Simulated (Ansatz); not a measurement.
Set up this calculation in Ansatz 0.2.0, as the native input.

```yaml
Task: relaxation of cell and atoms
Functional: HSE03
Potentials_or_basis: Ansatz PAW
Cutoff: "420 eV (not typed: the program's choice for these potentials)"
k_mesh: 5 × 5 × 5
Occupations: fermi-dirac, width 0.05 eV
Spin: collinear spin, ferromagnetic start
Starting_moments: "[3.0, 0.0] μB"
```

Crystal: AlFe.

```
Fe Al
1.0
     2.91000    0.00000    0.00000
     0.00000    2.91000    0.00000
     0.00000    0.00000    2.91000
Fe Al
1 1
Direct
  0.50000 0.50000 0.50000
  0.00000 0.00000 0.00000
```

One way to write it, as run:

input

```
crystal:
  lattice:
    - [2.91, 0.0, 0.0]
    - [0.0, 2.91, 0.0]
    - [0.0, 0.0, 2.91]
  atoms:
    - { symbol: Fe, position: [0.5, 0.5, 0.5], spin: 3.0 }
    - { symbol: Al, position: [0.0, 0.0, 0.0] }
hamiltonian:
  xc: { exchange: pbe, correlation: pbe, exx: { coeff: 0.25, omega: 0.3 } }
  pseudopotentials: { kind: paw }
magnetization:
  spin_polarized: true
kpoints:
  mp_grid: { grid: [5, 5, 5] }
scf:
  occupations: { method: fermi_dirac, width: 0.05 }
output:
  forces: true
  stress: true
  eigenvalues: true
  write_density: true
  write_potential: true
  elf: true
  volumetric_format: npy
relax:
  f_tol: 0.01
  max_steps: 40
  cell: { stress_tol: 0.05 }
```

Results of the run:

```
Relaxed volume                         : 11.50 Å³/atom
Relaxed cell                           : a = 2.844 Å, b = 2.844 Å, c = 2.844 Å, α = 90.00°, β = 90.00°, γ = 90.00°
Space group after relaxing (to 0.05 Å) : Pm-3m (No. 221)
Energy gained by relaxing              : 30.1 meV/atom
Ionic steps                            : 5
Pressure after relaxing                : 0.0 GPa
Band gap on the k mesh                 : none (metal or under the smearing width)
Net moment                             : 0.88 μB per cell
Absolute moment                        : 1.27 μB per cell
Site moments                           : Fe +1.07; Al -0.09 μB
```

Caveat: the k mesh is coarse (spacing up to 0.43 Å⁻¹), so the values aren't converged, least of all with exact exchange; the magnetic or orbital state may not be the lowest; the plane-wave basis is chosen anew once the cell has moved, so the energies of steps on either side of that aren't comparable; the PAW data sets come from PBE, with cores solved anew for the run's functional, which leaves a small shift of forces and pressure.

It took 2.2 min on 1 × NVIDIA H100 80GB HBM3 with 2 threads of AMD EPYC 7R13 Processor (Zen 3), on a shared host, peak memory 1.6 GiB.
